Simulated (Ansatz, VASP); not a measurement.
# Two plane-wave programs on CuI

```
Cu I
1.0
     4.09020    0.00000    0.00000
     0.00000    4.09020    0.00000
     0.00000    0.00000    6.55146
Cu I
2 2
Direct
  0.50000 0.50000 0.00000
  0.00000 0.00000 0.00000
  0.50000 0.00000 0.25994
  0.00000 0.50000 0.74006
```

Alike in both runs: functional PBE; dispersion D3(BJ); k mesh 8 × 8 × 4; occupations gaussian, width 0.02 eV; no spin polarisation.

Ansatz relaxed the structure, and its values are those at the end. VASP's run is a single point on that final structure, the one shown.

|  | VASP | Ansatz |
| --- | --- | --- |
| version | VASP 6.6.1 | Ansatz 0.2.0 |
| potentials or method | VASP PAW PBE potentials, release 64 (Cu, I) | scalar-relativistic, plane waves, PAW |
| plane-wave cutoff (eV) | 520 | 420 |
| valence electrons in the cell | 36 | 72 |

|  | VASP | Ansatz | Ansatz less VASP |
| --- | --- | --- | --- |
| gap on the k mesh at the Fermi level (eV) | 1.58 | 1.57 | -0.011 |
| least direct gap on the mesh (eV) | 1.58 | 1.57 | -0.011 |
| pressure (GPa) | -1.3 | -1.3 | -0.04 |
| rms of the force components (eV/Å) | 0.003 | 0.000 | -0.0029 |

The two sets of potentials don't hold the same shells in valence. Ansatz warned: «stress_scf_threshold_loose».

Caveats: spin-orbit coupling is left out, which moves the levels of the heavy elements. A k mesh can miss the band edges.
